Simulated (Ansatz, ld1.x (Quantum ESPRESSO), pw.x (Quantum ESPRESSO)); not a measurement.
# Os (Z = 76): one change to the TM potential, in the atom and in the diamond crystal

Os, norm-conserving Troullier–Martins (Kleinman–Bylander form), made with ld1.x (Quantum ESPRESSO) 7.5 (PBE, scalar-relativistic). Core [Xe] 4f14, reference 5d6 6s2 6p0. Waves: 6s (bound): rc 2.50 bohr; 5d (bound): rc 1.60 bohr; 6p (bound, empty): rc 3.90 bohr. Local part: the p channel. Core correction: none.

Change: wave 6p (bound): rc 3.90 bohr becomes 6p (bound): rc 4.18 bohr.

Cutoffs, loose and tight: the cutoffs (Ry, on a coarse ladder) from which the occupation-weighted sum of valence levels, in a spherical-Bessel basis at the reference potential, stays within 10 and 1 mRy of its value at 400 Ry. They do not see the model core or the augmentation charge, which bear on the density cutoff. Test errors are all-electron minus pseudo excitation energies from the reference, over the configurations 5d6 6s1 6p0; 5d6 6s0 6p0; 5d5 6s0 6p0; 5d6 6s0 6p1; 5d6 6s0 6p2; 5d5 6s2 6p0; 5d5 6s2 6p1; variants that change the core or the reference have their own tests.

Crystal test: diamond Os in pw.x 7.5, no spin, 8³ k-points, Fermi–Dirac smearing 0.01 Ry, cutoffs set for each file from its atomic test. The reference is all-electron LAPW (Ansatz 0.2.0) with the same functional, mesh and smearing; V0 and B0 come from Birch–Murnaghan fits to the pressures at five volumes. Errors are pseudo minus all-electron; Δ is the rms difference of the E(V) curves that follow from these fits, minima aligned, over ±6 % about the mean V0. Mesh and smearing are coarse, so the numbers serve the comparison and aren't converged zero-temperature values; the lattice is a test structure that the element need not adopt.

All-electron: a0 = 5.558 Å (V0 = 21.46 Å³/atom), B0 = 203.7 GPa.

Does the change bring the crystal closer to the all-electron result?

The mean pressure error goes from +21.42 to +21.10 GPa, a small move against the size of the error. Neither pressure curve crosses zero within the volumes sampled, so no fits are given.

| quantity | base | changed |
| --- | --- | --- |
| outcome (atom) | generated | generated |
| cutoff, loose (atom) | 35 Ry | 35 Ry |
| cutoff, tight (atom) | 60 Ry | 60 Ry |
| bound ghosts (atom) | none | none |
| largest test error (meV) (atom) | -59 over the solved tests; 1 of 7 tests not solved or not reliable | -47 over the solved tests; 1 of 7 tests not solved or not reliable |
| cutoffs in pw.x (Ry) | 75/300 | 75/300 |
| mean pressure error (GPa) | +21.42 | +21.10 |

Base: The largest radius (3.90 bohr) exceeds half the bond length (2.27 bohr), so the spheres overlap, which is one possible source of error among others. This is a poor potential for the solid. Atomic configuration tests: 1 of 7 tests not solved or not reliable. The logarithmic derivative shows an extra or strongly shifted pseudo pole above the reference energy (s near 1.45 Ry). Changed file: The largest radius (4.18 bohr) exceeds half the bond length (2.27 bohr), so the spheres overlap, which is one possible source of error among others. This is a poor potential for the solid. Atomic configuration tests: 1 of 7 tests not solved or not reliable. The logarithmic derivative shows an extra or strongly shifted pseudo pole above the reference energy (s near 1.15 Ry). The atomic cutoffs weigh occupied waves only.
